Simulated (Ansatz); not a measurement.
Input and output of a relaxation of cell and atoms on Hg (Fmmm) from a database of computed structures (Ansatz, r2SCAN+rVV10). The starting cell comes from a relaxation with PBE-D3(BJ).

The input:
```yaml
crystal:
  lattice:
    - [5.6542636911, 0.0, 0.0913358406]
    - [0.0, 5.5954264923, 0.0]
    - [-2.6448202543, 0.0, 4.6987044751]
  atoms:
    - { symbol: Hg, position: [0.0, 0.5, 0.5] }
    - { symbol: Hg, position: [0.0, 0.0, 0.0] }
    - { symbol: Hg, position: [0.3333339036, -1.39752e-05, 0.6666678998] }
    - { symbol: Hg, position: [0.6666660964, 0.4999860248, 0.8333321002] }
    - { symbol: Hg, position: [0.6666660964, 1.0000139752, 0.3333321002] }
    - { symbol: Hg, position: [0.3333339036, 0.5000139752, 0.1666678998] }
kpoints:
  mp_grid: { grid: [6, 4, 6] }
hamiltonian:
  xc: r2scan
  dispersion: rvv10
scf:
  occupations: { method: fermi_dirac, width: 0.02 }
relax:
  f_tol: 0.005
  cell: {}
```

Command: `ansatz run input.yaml --threads 4 --pin off --max-ram 5529MiB --backend cpu --events-out ev --progress --plain --runs-dir out`.

**Question.** What wall time did it need on 4 threads of Arm Neoverse V1 (shared host), load about 0.9 per core, and what peak of host memory did it reach?

**Answer.** About 77 s, with a peak of 1.3 GiB.

**Question.** What will the output look like, and what does it show?

**Answer.** Output, abridged:
```
Warning: at least one further symmetry operation maps every atom of the structure, as the run holds it, onto an atom to within 2.80e-5 (fractional), and is not used […]
Warning: 8 further operations each map every atom onto an atom to within the bar at which the run's group was sought, crystal.symmetry.tolerance = 1.0e-5 (fractional) or twice it, and were not used […]
Functional definition: r2SCAN+rVV10
Crystal: 6 atoms, lattice volume = 150.009 Å³
Basis set: ecut = 500 eV, 3807 PW (Γ)
Bands: 72, of which v1, the nominal top of the filled ones, is band 60 counted from 1 (59 counted from 0)
Symmetry: 4 space group operations
Space group: P21/c (ITA 14)
k-points: 60 of 144
rVV10 density: all electrons in the spheres
relax step 1: F+E_penalty+E_count = -82947.85660104 eV  max|allowed force component| = 4.397e-5 eV/Å  Δτ_max = 0.0000 Å  P = -0.347 GPa  Ω = 150.009 Å³
relax step 2: F+E_penalty+E_count = -82947.85912483 eV  max|allowed force component| = 3.355e-5 eV/Å  Δτ_max = 0.0000 Å  P = -0.083 GPa  Ω = 148.663 Å³
relax step 3: F+E_penalty+E_count = -82947.85940481 eV  max|allowed force component| = 2.115e-5 eV/Å  Δτ_max = 0.0000 Å  P = -0.002 GPa  Ω = 148.242 Å³
relax step 4: F+E_penalty+E_count = -82947.85875464 eV  max|allowed force component| = 2.172e-5 eV/Å  Δτ_max = 0.0000 Å  P = -0.006 GPa  Ω = 148.242 Å³  (SCF on a basis re-selected at this cell)
SCF converged after 5 iterations
Free energy (F): -82947.858755 eV
Internal energy: -82947.856978 eV  (E = F + TS)
E sigma→0 (E₀):  -82947.857867 eV
Entropy (-TS):   -0.001776 eV (-0.296 meV/atom)
Fermi energy:    13.626736 eV
--- Stress (GPa, compression-positive) ---
       -0.006014       0.000000      -0.001726
        0.000000      -0.010955       0.000000
       -0.001726       0.000000      -0.002120
  P = ⅓ Tr σ = -0.0064 GPa (-0.064 kbar)
--- Relaxed structure (3 steps of the walk, 3 accepted, 1 SCFs on fresh bases) ---
  F+E_penalty+E_count = -82947.85875464 eV   max|allowed force component| = 2.172e-5 eV/Å
  cell:  # Å, volume = 148.2422 Å³
    - [5.635152, 0.000000, 0.099247]
    - [0.000000, 5.577642, 0.000000]
    - [-2.628845, 0.000000, 4.670154]
  atoms:
    - { symbol: Hg, position: [0.000000, 0.500000, 0.500000] }
    - { symbol: Hg, position: [0.000000, 0.000000, 0.000000] }
    - { symbol: Hg, position: [0.333333, -0.000007, 0.666667] }
    - { symbol: Hg, position: [0.666667, 0.499993, 0.833333] }
    - { symbol: Hg, position: [0.666667, 1.000007, 0.333333] }
    - { symbol: Hg, position: [0.333333, 0.500007, 0.166667] }
```
Only the leading digits can be foreseen; the rest is this run's record.

The walk took 3 steps, besides SCFs solved again on a fresh basis, and changed the volume by -1.2 %. The last SCF, on a fresh basis, lies 0.4 meV an atom below the first. Final cell: space group Fmmm (No. 69), orthorhombic; conventional cell a = 3.306 Å, b = 5.359 Å, c = 5.578 Å, 24.71 Å³ an atom. Hg is surrounded by 10 Hg at 3.15–3.31 Å.

No spin polarisation and no zero-point or thermal motion.
